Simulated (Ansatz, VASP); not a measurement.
## Two plane-wave programs on H

```
H
1.0
     2.54365    0.00000    0.00000
     0.00000    2.54365    0.00000
     0.00000    0.00000    1.05893
H
1
Cartesian
  0.0000 0.0000 0.5295
```

Change from the starting cell: strain -0.040 along x and y, +0.080 along z, atoms carried along.

Alike in both runs: task single point; functional PBEsol; k mesh 10 × 10 × 26; occupations gaussian, width 0.05 eV; no spin polarisation.

```csv
,VASP,Ansatz
version,VASP 6.6.1,Ansatz 0.2.0
potentials or method,"VASP PAW PBE potentials, release 64 (H)","scalar-relativistic, plane waves, PAW"
plane-wave cutoff (eV),520,420
valence electrons in the cell,1,1
```

|  | VASP | Ansatz | Ansatz less VASP |
| --- | --- | --- | --- |
| gap on the k mesh at the Fermi level (eV) | none | none | - |
| pressure (GPa) | -5.8 | -5.5 | +0.26 |
| largest component of the traceless stress (GPa) | 13.05 | 13.00 | -0.053 |

A gap of «none» marks a metal or a gap that the smearing closes.

Caveats: the PAW data sets were made with another functional, which shifts forces and pressure a little (VASP).
